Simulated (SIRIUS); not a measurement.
**La in SIRIUS: convergence with k mesh**

Input of the first run (k mesh 3 × 3 × 3); the others differ in this setting and in those tied to it:

Contents of sirius.json:

```json
{
  "control": {
    "processing_unit": "cpu",
    "verbosity": 2,
    "num_bands_to_print": 12,
    "print_forces": true,
    "print_stress": true
  },
  "parameters": {
    "electronic_structure_method": "pseudopotential",
    "xc_functionals": ["XC_GGA_X_PBE", "XC_GGA_C_PBE"],
    "gk_cutoff": 7.1,
    "pw_cutoff": 20.1,
    "ngridk": [3, 3, 3],
    "shiftk": [0, 0, 0],
    "smearing": "cold",
    "smearing_width": 0.0018374661,
    "num_bands": 12,
    "num_mag_dims": 0,
    "num_dft_iter": 100,
    "energy_tol": 1e-08,
    "density_tol": 1e-06
  },
  "iterative_solver": {
    "type": "davidson",
    "min_tolerance": 1e-10
  },
  "mixer": {
    "type": "anderson",
    "beta": 0.7,
    "max_history": 8
  },
  "settings": {
    "tol_ne": 1e-10
  },
  "unit_cell": {
    "lattice_vectors": [
      [-0.57735026919, 0.57735026919, 0.57735026919],
      [0.57735026919, -0.57735026919, 0.57735026919],
      [0.57735026919, 0.57735026919, -0.57735026919]
    ],
    "lattice_vectors_scale": 6.9515150046,
    "atom_coordinate_units": "lattice",
    "atom_types": ["La"],
    "atom_files": {
      "La": "La.json"
    },
    "atoms": {
      "La": [
        [0.0, 0.0, 0.0]
      ]
    }
  }
}
```

Potentials or basis: JTH 2.0 PBE (PAW).

The run is started by

```bash
$ upf_to_json La.GGA_PBE-JTH.UPF
$ OMP_NUM_THREADS=1 sirius.scf --input=sirius.json --output=out.json --task=0
```

This isn't the form of La at room conditions, which is double hcp.

Hardware: 1 thread of Arm Neoverse V2, on a shared host.

Question: The values tried are 3 × 3 × 3, 5 × 5 × 5, 7 × 7 × 7, 8 × 8 × 8, 10 × 10 × 10, 12 × 12 × 12, 15 × 15 × 15, 18 × 18 × 18, loosest first. From which on does the pressure stay within 0.1 GPa of the tightest run that finished?

Answer: From 15 × 15 × 15 on.

| k mesh | energy less the tightest run (meV/atom) | pressure (GPa) | SCF cycles | CPU time (s) | peak memory (GiB) |
| --- | --- | --- | --- | --- | --- |
| 3 × 3 × 3 | -147.55 | -5.39 | 28 | 45 | 0.53 |
| 5 × 5 × 5 | 82.62 | -0.11 | 28 | 50 | 0.55 |
| 7 × 7 × 7 | -2.79 | -0.40 | 30 | 61 | 0.58 |
| 8 × 8 × 8 | -8.54 | -0.60 | 27 | 62 | 0.6 |
| 10 × 10 × 10 | 7.75 | -0.39 | 29 | 80 | 0.65 |
| 12 × 12 × 12 | -1.25 | -0.22 | 30 | 100 | 0.71 |
| 15 × 15 × 15 | 3.08 | -0.43 | 30 | 140 | 0.84 |
| 18 × 18 × 18 | 0.00 | -0.33 | 28 | 190 | 1 |

Not settled before the last step: the energy (to 1 meV/atom). Meshes of other sizes hit other points, so gaps and Fermi surfaces needn't settle smoothly. The tightest run that finished is the yardstick and may itself not be fully converged.

Spin-orbit coupling is left out, which matters for the levels of La.
